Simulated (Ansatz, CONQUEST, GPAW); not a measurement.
# C: bulk modulus by level of theory

Space group Fd-3m:1 (No. 227). a = 3.567 Å, b = 3.567 Å, c = 3.567 Å, α = 90.00°, β = 90.00°, γ = 90.00°
```json
{"atom": "C", "site": "8a", "symmetry": "-43m", "x": "0.2500", "y": "0.2500", "z": "0.2500"}
```

```tsv
rung	level	program and potentials	cutoff (eV)	k mesh	smearing	core time	chip	bulk modulus (GPa)	notes
GGA	BPBE	Ansatz, Ansatz PAW	420	13 × 13 × 13	fermi-dirac 0.05	4.1 s	Arm Neoverse V2	431.9	potentials made for PBE, which Ansatz adapts in part
GGA	PBEsol	Ansatz, Ansatz PAW	420	13 × 13 × 13	fermi-dirac 0.05	5.4 s	Intel Xeon	449.9	potentials made for PBE, which Ansatz adapts in part
GGA	PBE	Ansatz, Ansatz PAW	420	13 × 13 × 13	fermi-dirac 0.05	6.2 s	Arm Neoverse V1	433.2	-
LDA	LDA	Ansatz, Ansatz PAW	420	13 × 13 × 13	fermi-dirac 0.05	8.6 s	Arm Neoverse N1	466.8	potentials made for PBE, which Ansatz adapts in part
meta-GGA	r2SCAN	Ansatz, Ansatz PAW	500	13 × 13 × 13	fermi-dirac 0.05	17 s	Arm Neoverse N1	450.6	potentials made for PBE, which Ansatz adapts in part
GGA + dispersion	PBE+D3(BJ)	GPAW, GPAW PAW data sets (gpaw-data 1.2.1)	800	10 × 10 × 10	fermi-dirac 0.05	30 s	Intel Xeon 6975P-C Granite Rapids	442.3	-
GGA + dispersion	revPBE+D3(zero damping)	GPAW, the program's PAW data sets (release 1.2.1) made for this functional	800	10 × 10 × 10	fermi-dirac 0.05	43 s	Intel Xeon Platinum 8488C Sapphire Rapids	423.3	-
GGA + dispersion	PBEsol+D3(BJ)	GPAW, PAW data sets generated for this functional	800	10 × 10 × 10	fermi-dirac 0.05	49 s	Intel Xeon Platinum 8488C Sapphire Rapids	457.0	-
GGA	SOGGA	GPAW, PAW data sets generated for this functional	800	10 × 10 × 10	fermi-dirac 0.05	56 s	Arm Neoverse V1	451.6	-
GGA	PBE	CONQUEST, PseudoDojo NC PBE, DZ, grid of 24 × 24 × 36 points	-	10 × 10 × 8	fermi-dirac 0.05	4.7 min	Intel Xeon 6975P-C Granite Rapids	425.1	atomic basis; cell of 4 atoms
```

Times are single runs on shared hosts and different chips, so they are rough; meshes, cutoffs and the tasks' sizes weigh on the time. Task: equation of state. All rows: no spin polarisation. Smearing widths are in eV. The cell comes from a database and isn't always the measured one. Meshes differ between rows, which moves values too. Meshes are those of the run's cell of 2 atoms unless a note names another. Runs on faulty files, with rough fits or with known faults for this quantity aren't shown. No row holds spin-orbit coupling.

By rung: LDA 466.8; GGA 431.9 to 451.6; GGA + dispersion 423.3 to 457.0; meta-GGA 450.6; GGA in atomic bases 425.1 (GPa).
